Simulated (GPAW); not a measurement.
# Au (P6_3/mmc) in GPAW: reference runs

How does Au come out in PBEsol? The cell is run as given and disturbed.

Program: GPAW 26.7.0. These are calculated values, not measurements. Logs are shortened: lines on timing, memory, paths and dates and some standing lists are left out, and cuts for length are marked. The log counts tension as positive stress, the text compression.

## Step 1: The structure

Symmetry: P6_3/mmc, No. 194, hexagonal system. Conventional cell: a = 2.900 Å, b = 2.900 Å, c = 4.880 Å, α = 90.00°, β = 90.00°, γ = 120.00°. Around Au (site symmetry -6m2) lie 12 Au at 2.90 to 2.96 Å.

This isn't the form of Au at room conditions, which is fcc.

## Step 2: Single point, PBEsol

File run.py:

```python
from ase import Atoms
from ase.dft.bandgap import bandgap
from ase.io import write
from ase.units import GPa
from gpaw import GPAW, PW, setup_paths

setup_paths.insert(0, '.')

atoms = Atoms(['Au', 'Au'],
              cell=[[2.9, 0.0, 0.0],
                    [-1.45, 2.511473671, 0.0],
                    [0.0, 0.0, 4.88]],
              scaled_positions=[[0.6666666667, 0.3333333333, 0.25],
                                [0.3333333333, 0.6666666667, 0.75]],
              pbc=True)

calc = GPAW(mode=PW(600),
            xc='PBEsol',
            kpts={'size': (11, 11, 6), 'gamma': True},
            occupations={'name': 'fermi-dirac', 'width': 0.05},
            nbands=23,
            convergence={'density': 1e-05, 'energy': 1e-05},
            maxiter=150,
            txt='gpaw.txt')
atoms.calc = calc
energy = atoms.get_potential_energy()
forces = atoms.get_forces()
stress = atoms.get_stress()
calc.write('gs.gpw')
write('result.traj', atoms)
print(f'Energy: {energy:.6f} eV')
print('Forces (eV/A):')
print(forces.round(4))
print('Stress (GPa):', (stress / GPa).round(3))
print('Fermi level:', round(calc.get_fermi_level(), 4), 'eV')
print(f'Gap: {bandgap(calc)[0]:.4f} eV, direct: {bandgap(calc, direct=True)[0]:.4f} eV')
```

Potentials or basis: PAW data sets generated in the run's folder for this functional, pw.

On the command line:

```sh
$ gpaw-setup -f PBEsol Au
$ OMP_NUM_THREADS=1 python run.py
```

gpaw.txt:

```text
__  _  _
 | _ |_)|_||  |
 |__||  | ||/\| - 26.7.0

Input parameters:
  mode=PW(ecut=600.0),
  convergence={'density': 1e-05, 'energy': 1e-05},
  kpts=MonkhorstPack(size=(11, 11, 6), gamma=True),
  maxiter=150,
  nbands=23,
  occupations=Occupations(name='fermi-dirac', width=0.05),
  xc=XC(name='PBEsol')

Diagonalizing LCAO Hamiltonian
Converting LCAO to pw mode

        Au

          Au

Atoms  # Å, Bohr magnetons
|   | symbol |         x |        y |        z |    initial magnetic moments |
|---|--------|-----------|----------|----------|-----------------------------|
| 0 |     Au |  1.450000 | 0.837158 | 1.220000 | ( 0.0000,  0.0000,  0.0000) |
| 1 |     Au | -0.000000 | 1.674316 | 3.660000 | ( 0.0000,  0.0000,  0.0000) |

Unit cell  # Å
| periodic |         x |        y |        z |  lengths |     angles |
|----------|-----------|----------|----------|----------|------------|
|      yes |  2.900000 | 0.000000 | 0.000000 | 2.900000 |  90.000000 |
|      yes | -1.450000 | 2.511474 | 0.000000 | 2.900000 |  90.000000 |
|      yes |  0.000000 | 0.000000 | 4.880000 | 4.880000 | 120.000000 |

Number of symmetries: 12
Symmetry operations  # r_c * U_cc + t_c -> r_c
|    | kind |            matrix            |
|----|------|------------------------------|
|  0 |  σ   |  1, 1, 0,  0,-1, 0,  0, 0, 1 |
|  1 |  S6  |  1, 1, 0, -1, 0, 0,  0, 0,-1 |
|  2 |  E   |  1, 0, 0,  0, 1, 0,  0, 0, 1 |
|  3 |  C2  |  1, 0, 0, -1,-1, 0,  0, 0,-1 |
|  4 |  C2  |  0, 1, 0,  1, 0, 0,  0, 0,-1 |
|  5 |  C3  |  0, 1, 0, -1,-1, 0,  0, 0, 1 |
|  6 |  S6  |  0,-1, 0,  1, 1, 0,  0, 0,-1 |
|  7 |  σ   |  0,-1, 0, -1, 0, 0,  0, 0, 1 |
|  8 |  σ   | -1, 0, 0,  1, 1, 0,  0, 0, 1 |
|  9 |  i   | -1, 0, 0,  0,-1, 0,  0, 0,-1 |
| 10 |  C3  | -1,-1, 0,  1, 0, 0,  0, 0, 1 |
| 11 |  C2  | -1,-1, 0,  0, 1, 0,  0, 0,-1 |

BZ-sampling:
  Number of BZ points: 726
  Number of IBZ points: 84

  Monkhorst-Pack size: [11, 11, 6]
  Monkhorst-Pack shift: [0.0, 0.0, 0.08333333333333333]

K-points  # in reciprocal-cell coordinates
|     |                                coordinates |     weight |
|-----|--------------------------------------------|------------|
|   0 | (  0.00000000,   0.00000000,   0.00000000) | 0.00137741 |
|   1 | (  0.00000000,   0.00000000,   0.16666667) | 0.00275482 |
|   2 | (  0.00000000,   0.00000000,   0.33333333) | 0.00275482 |
|   3 | (  0.00000000,   0.00000000,   0.50000000) | 0.00137741 |
|   4 | (  0.09090909,   0.00000000,  -0.33333333) | 0.00826446 |
|   5 | (  0.09090909,   0.00000000,  -0.16666667) | 0.00826446 |
|   6 | (  0.09090909,   0.00000000,   0.00000000) | 0.00826446 |
|   7 | (  0.09090909,   0.00000000,   0.16666667) | 0.00826446 |
|   8 | (  0.09090909,   0.00000000,   0.33333333) | 0.00826446 |
|   9 | (  0.09090909,   0.00000000,   0.50000000) | 0.00826446 |
| ... |                                            |            |
|  83 | (  0.45454545,   0.45454545,   0.50000000) | 0.00826446 |

Plane wave coefficients: 1198
Cutoff: 600.0 eV

Spin-components: 1 (collinear spins)
Bands:           23
Projectors:      12
Spin-degeneracy: 2
Datatype:        complex128

Parallelization:
  kpt:    1
  domain: 1
  band:   1

Density:
  Valence electrons: 22.0
  Components: 1
  Grid points: [18 18 28]
  Charge: 0.0  # |e|

Potential:
  Grid points: [18 18 28]

species:
  Au:
    name:    Gold
    Z:       79.0
    valence: 11
    core:    68
    charge:  0.0  # [|e|]
    compensation charges:
      type: gauss
      rc: 0.42  # [Å]
      lmax: 2
    cutoffs:
      filter: 2.33  # [Å]
      core: 2.81  # [Å]
    projectors
    | kind |    occ | energy [eV] | rcut [Å] |
    |------|--------|-------------|----------|
    |   6s |  1.000 |      -5.766 |    1.323 |
    |   6p |  0.000 |      -0.708 |    1.323 |
    |   5d | 10.000 |      -6.915 |    1.323 |
    |    s |        |      21.446 |    1.323 |
    |    p |        |      26.504 |    1.323 |
    |    d |        |      20.296 |    1.323 |

    Using partial waves for Au as LCAO basis

Reference energy: -1032911.311445  # eV

eigensolver:
  PPCG
  Converge bands: occupied
  niter=2

density mixing:
  MSR1-Mixer
  Pratt-step length: 0.05
  Maximum mixing coefficient: 0.75
  Old densities: 10
  SVD Regularization: 0.005
  Good broyden scale: 1.0
  Trust region scale: 1.0
  Backstep threshold: 4.0
  History deletion threshold: 6.0
  Fourier metric: weight=20.0, sigma=0.015

occupation numbers:
  Fermi-Dirac:
    width: 0.0500  # eV

poisson solver:
  ecut: 4800.0  # eV

xc functional:
  name: PBEsol with 2 nearest neighbor stencil

convergence criteria:
- Maximum integral of absolute [dens]ity change: 1e-05 electrons / valence electron
- Maximum [total energy] change in last 3 cyles: 1e-05 eV / valence electron
- Maximum integral of absolute [eigenst]ate change: 4e-08 eV^2 / valence electron
maximum number of iterations: 150

SCF iterations
|iter     | |      energy | eigst |  dens |
|---------|-|-------------|-------|-------|
|iter:   1| |   -8.308289 | -0.38 |       |
|iter:   2| |   -8.167198 | -2.74 | -1.06 |
|iter:   3| |   -7.649403 | -1.94 | -1.11 |
|iter:   4| |   -7.644579 | -4.36 | -2.05 |
|iter:   5| |   -7.642939 | -4.33 | -2.33 |
|iter:   6| |   -7.642938 | -7.18 | -3.88 |
|iter:   7| |   -7.642938c| -7.48c| -4.23 |
|iter:   8| |   -7.642938c| -8.54c| -5.08c|

Converged in 8 steps
Energy contributions relative to reference atoms: (reference = -1032911.311445)

Energy contributions:
  Kinetic:         -25.181396
  Coulomb:          21.209979
  Zero:              0.288945
  External:          0.000000
  Xc:               -3.956158
  Entropy:          -0.008616
  Spinorbit:         0.000000
  ----------------------------
  Free energy:      -7.647246
  Extrapolated:     -7.642938

dipole moment: (-0.000008, -0.000014, -0.000027)  # |e|*Ang

Fermi level: 9.028
Eigenvalues  # (at kpt = [0.000, 0.000, 0.000])
| band index |      eig [eV] | occ [0-2] |
|------------|---------------|-----------|
|          0 |        -0.400 |     2.000 |
|        ... |               |           |
|          4 |         4.703 |     2.000 |
|          5 |         4.991 |     2.000 |
|          6 |         4.991 |     2.000 |
|          7 |         5.655 |     2.000 |
|          8 |         5.655 |     2.000 |
|          9 |         6.925 |     2.000 |
[... 8 lines left out ...]
|         18 |        30.562 |     0.000 |
|         19 |        30.562 |     0.000 |
|        ... |               |           |
|         22 |        31.832 |     0.000 |

No gap
No difference between direct/indirect transitions

Forces  # eV/Ang
|       x |        y |        z |
|---------|----------|----------|
| 0.00000 |  0.00000 | -0.00009 |  # Au   0
| 0.00000 | -0.00000 |  0.00009 |  # Au   1

Stress tensor  # eV/Ang^3
|         x |         y |         z |
|-----------|-----------|-----------|
|  0.023980 | -0.000000 |  0.000000 |
| -0.000000 |  0.023980 | -0.000000 |
|  0.000000 | -0.000000 |  0.029375 |

# Writing to gs.gpw (mode='')
```

Wall time 45 s (1 thread of Arm Neoverse V1, shared host); peak memory 0.18 GiB.

Results:

```
Free energy            : -7.6472 eV
Pressure               : -4.1 GPa
Band gap on the k mesh : none (metal or under the smearing width)
```

Stress tensor (GPa, compression positive):
```
-3.84  0.00  0.00
 0.00 -3.84  0.00
 0.00  0.00 -4.71
```

Caveat: with this Au data set, volumes or pressures lay over 1.5 % or 2 GPa off other programs in two to four cells of ten.

## Step 3: Single point, PBEsol (atoms moved at random, drawn with an rms of 0.05 Å)

run.py, as its differences from that of step 2:

```diff
@@ -12,4 +12,4 @@
                     [0.0, 0.0, 4.88]],
-              scaled_positions=[[0.6666666667, 0.3333333333, 0.25],
-                                [0.3333333333, 0.6666666667, 0.75]],
+              scaled_positions=[[0.688191, 0.352032, 0.251218],
+                                [0.32218, 0.663265, 0.75447]],
               pbc=True)
```

Potentials or basis: PAW data sets generated in the run's folder for this functional, pw.

On the command line:

```sh
$ gpaw-setup -f PBEsol Au
$ OMP_NUM_THREADS=1 python run.py
```

gpaw.txt:

```text
__  _  _
 | _ |_)|_||  |
 |__||  | ||/\| - 26.7.0

Input parameters:
  mode=PW(ecut=600.0),
  convergence={'density': 1e-05, 'energy': 1e-05},
  kpts=MonkhorstPack(size=(11, 11, 6), gamma=True),
  maxiter=150,
  nbands=23,
  occupations=Occupations(name='fermi-dirac', width=0.05),
  xc=XC(name='PBEsol')

Diagonalizing LCAO Hamiltonian
Converting LCAO to pw mode

        Au

           Au

Atoms  # Å, Bohr magnetons
|   | symbol |         x |        y |        z |    initial magnetic moments |
|---|--------|-----------|----------|----------|-----------------------------|
| 0 |     Au |  1.485308 | 0.884119 | 1.225944 | ( 0.0000,  0.0000,  0.0000) |
| 1 |     Au | -0.027412 | 1.665773 | 3.681814 | ( 0.0000,  0.0000,  0.0000) |

Unit cell  # Å
| periodic |         x |        y |        z |  lengths |     angles |
|----------|-----------|----------|----------|----------|------------|
|      yes |  2.900000 | 0.000000 | 0.000000 | 2.900000 |  90.000000 |
|      yes | -1.450000 | 2.511474 | 0.000000 | 2.900000 |  90.000000 |
|      yes |  0.000000 | 0.000000 | 4.880000 | 4.880000 | 120.000000 |
[... 129 lines left out ...]

Energy contributions:
  Kinetic:         -25.159989
  Coulomb:          21.190814
  Zero:              0.289512
  External:          0.000000
  Xc:               -3.957406
  Entropy:          -0.008191
  Spinorbit:         0.000000
  ----------------------------
  Free energy:      -7.645260
  Extrapolated:     -7.641164

dipole moment: (0.061298, 0.213995, 0.111329)  # |e|*Ang

Fermi level: 9.024
Eigenvalues  # (at kpt = [0.000, 0.000, 0.000])
| band index |      eig [eV] | occ [0-2] |
|------------|---------------|-----------|
|          0 |        -0.401 |     2.000 |
|        ... |               |           |
|          4 |         4.726 |     2.000 |
|          5 |         4.959 |     2.000 |
|          6 |         5.033 |     2.000 |
|          7 |         5.538 |     2.000 |
|          8 |         5.783 |     2.000 |
|          9 |         6.800 |     2.000 |
[... 8 lines left out ...]
|         18 |        30.260 |     0.000 |
|         19 |        30.935 |     0.000 |
|        ... |               |           |
|         22 |        31.804 |     0.000 |

No gap
No difference between direct/indirect transitions

Forces  # eV/Ang
|        x |        y |        z |
|----------|----------|----------|
| -0.02890 | -0.01775 |  0.09464 |  # Au   0
|  0.02889 |  0.01775 | -0.09461 |  # Au   1

Stress tensor  # eV/Ang^3
|         x |         y |        z |
|-----------|-----------|----------|
|  0.023095 | -0.001336 | 0.000497 |
| -0.001336 |  0.025005 | 0.000369 |
|  0.000497 |  0.000369 | 0.028254 |

# Writing to gs.gpw (mode='')
```

stdout:

```text
Energy: -7.641164 eV
Forces (eV/A):
[[-0.0289 -0.0178  0.0946]
 [ 0.0289  0.0178 -0.0946]]
Stress (GPa): [ 3.7    4.006  4.527  0.059  0.08  -0.214]
Fermi level: 9.0236 eV
Gap: 0.0000 eV, direct: 0.0000 eV
```

Wall time 3.3 min (1 thread of Arm Neoverse V1, shared host); peak memory 0.37 GiB.

What came out:

| Quantity | Value |
| --- | --- |
| Free energy | -7.6453 eV |
| Pressure | -4.1 GPa |
| Largest force | 0.101 eV/Å |
| Band gap on the k mesh | none (metal or under the smearing width) |

Forces on the atoms (eV/Å):
```
Au  -0.029 -0.018  0.095
Au   0.029  0.018 -0.095
```

Stress tensor (GPa, compression positive):
```
-3.70  0.21 -0.08
 0.21 -4.01 -0.06
-0.08 -0.06 -4.53
```

Caveat: with this Au data set, volumes or pressures lay over 1.5 % or 2 GPa off other programs in two to four cells of ten.

[end of part 1 of 2]
